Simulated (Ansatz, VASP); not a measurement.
# One calculation of Ag, 3 ways

The starting cell:

```
Ag
1.0
     0.00000    2.04275    2.04275
     2.04275    0.00000    2.04275
     2.04275    2.04275    0.00000
Ag
1
Direct
  0.00000 0.00000 0.00000
```

Alike in all runs: task relaxation of cell and atoms; functional BLYP; dispersion D3(BJ); k mesh 11 × 11 × 11; occupations fermi-dirac, width 0.05 eV; no spin polarisation; no spin-orbit coupling.

```tsv
program and potentials	plane-wave cutoff (eV)	notes	equilibrium volume (Å³/atom)
Ansatz, Ansatz PAW	420	potentials made for PBE, which Ansatz adapts in part; 19 valence electrons an atom on average	16.88
VASP, PBE PAW files Ag, 600 eV	600	potentials made for PBE; 11 valence electrons an atom on average	16.92
Ansatz, all-electron LAPW, scalar-relativistic	-	-	16.89
```

The equilibrium volume spans 16.88 (Ansatz, Ansatz PAW) to 16.92 Å³/atom (VASP, PBE PAW files Ag, 600 eV), with all-electron results at 16.89. Some sets were made for another functional than the one run, which can shift their rows. Relaxations stop with a little pressure left, so the last digit of a volume isn't settled.

Differences between rows come from potentials, basis sets and numerical settings, since the functional is the same but for its coding. Runs on potential files found faulty are left out.

The three descriptions of silver give practically the same equilibrium volume. Treating 19 rather than 11 electrons as valence brings the 4s and 4p shells into play, yet the volume hardly responds. This fits their compact, deep-lying character: cohesion comes mainly from the broad 5s-derived band and its hybridisation with the filled 4d shell, whose overlap repulsion resists compression.

All three volumes also lie close to, and slightly below, the measured one. That is notable because BLYP without dispersion markedly overestimates the volume of silver, as its correlation part doesn't recover the uniform electron gas, a limit that matters for nearly free electrons. The pairwise dispersion attraction therefore probably offsets much of this underbinding. In a metal, conduction electrons screen such attraction, so the good volume suggests a compensation of errors rather than a sound account of metallic bonding. The agreement between the rows supports the numerical consistency of the volume, but it doesn't establish comparable accuracy for the cohesive energy, elastic stiffness or position of the 4d band.
